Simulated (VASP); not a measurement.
Input of a VASP 6.6.1 run:

The input INCAR:

```
SYSTEM = Ba
PREC     = Accurate       ! precision mode
ENCUT    = 520            ! plane-wave cutoff, eV
EDIFF    = 1E-6           ! SCF threshold, eV
ISMEAR   = -1             ! smearing method
SIGMA    = 0.08           ! smearing width, eV
LREAL    = .FALSE.        ! projectors in reciprocal space
LASPH    = .TRUE.         ! aspherical terms in the spheres
NELM     = 80             ! most SCF steps
ALGO     = Fast           ! electronic algorithm
ISIF     = 2              ! what is computed and relaxed
LWAVE    = .FALSE.        ! write WAVECAR
LCHARG   = .FALSE.        ! write CHGCAR
GGA      = PS             ! functional
NBANDS   = 11             ! bands
```

Contents of KPOINTS:

```
Automatic mesh
0
G
  12 12 7
  0 0 0
```

POSCAR

```
Ba
1.0
    1.9285778421     -3.6006696285      0.0000000000
    1.9285778421      3.6006696285      0.0000000000
    0.0000000000      0.0000000000      5.6229635295
Ba
1
Direct
    0.0000000000      0.0000000000      0.0000000000
```

Potentials or basis: VASP PAW PBE potentials, release 64 (Ba_sv).

Command:

```bash
$ cat potpaw_PBE.64/Ba_sv/POTCAR > POTCAR
$ mpirun -np 1 vasp_std > vasp.out
```

(1) Estimate the pressure.

(2) Predict the band gap on the k mesh.

## Answers

(1) 0.3 GPa.

(2) none (metal or under the smearing width).

Caveat: the PAW data sets were made with another functional, which shifts forces and pressure a little.
